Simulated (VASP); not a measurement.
The system is WS2.

```
W S
1.0
     1.58589    0.91561    6.23748
    -1.58589    0.91561    6.23748
     0.00000   -1.83122    6.23748
W S
1 2
Cartesian
  0.0000 0.0000 0.0125
  0.0000 0.0000 4.6885
  0.0000 0.0000 7.8120
```

Measurements of this composition are mostly on another form, of space group No. 194.

Base run:

| Quantity | Value |
| --- | --- |
| Program | VASP 6.6.1 |
| Functional | PBE |
| Potentials or basis | VASP PAW PBE potentials, release 64 (W_sv, S) |
| Cutoff | 520 eV |
| k mesh | 6 × 6 × 6 |
| Occupations | gaussian, width 0.01 eV |
| Spin | no spin polarisation |

Its results: band gap on the k mesh 1.09 eV, indirect (least direct gap 1.84 eV); pressure 3.2 GPa; largest force 0.203 eV/Å.

Problem. The run is repeated on the same cell with these changes: dispersion from none to D3(BJ). What comes out?

Solution. Band gap on the k mesh 1.09 eV, indirect (least direct gap 1.84 eV); pressure -0.6 GPa; largest force 0.210 eV/Å.

Dispersion adds attraction, which lowers the pressure at fixed volume and, as a term added to the energy, leaves the levels alone.

Caveats: spin-orbit coupling is left out, which moves the levels of the heavy elements.

A k mesh can miss the band edges.
